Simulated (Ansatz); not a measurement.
Crystal: AlN.

```
CELL_PARAMETERS angstrom
0.00000 2.18399 2.18399
2.18399 0.00000 2.18399
2.18399 2.18399 0.00000
ATOMIC_POSITIONS crystal
Al 0.00000 0.00000 0.00000
N 0.25000 0.25000 0.25000
```

Measurements of this composition are mostly on another form, of space group No. 186.

Base run:

```yaml
Program: Ansatz 0.2.0
Functional: PBE
Potentials_or_basis: all-electron PAW datasets made for the crystal
Cutoff: 400 eV
Density_cutoff: 2000 eV
k_mesh: 10 × 10 × 10
Occupations: fixed
Spin: no spin polarisation
```

Its results: band gap on the k mesh 3.32 eV, indirect (least direct gap 4.19 eV); electronic dielectric tensor (diagonal) 4.62.

Question: The run is repeated on the same cell with these changes: functional from PBE to PBEsol. What comes out?

Answer: Band gap on the k mesh 3.19 eV, indirect (least direct gap 4.13 eV); electronic dielectric tensor (diagonal) 4.67.

Caveats: the program warned that the printed levels may be off, so bands, gaps and densities of states are rough.

A k mesh can miss the band edges.

Not every run made on this cell is shown here.
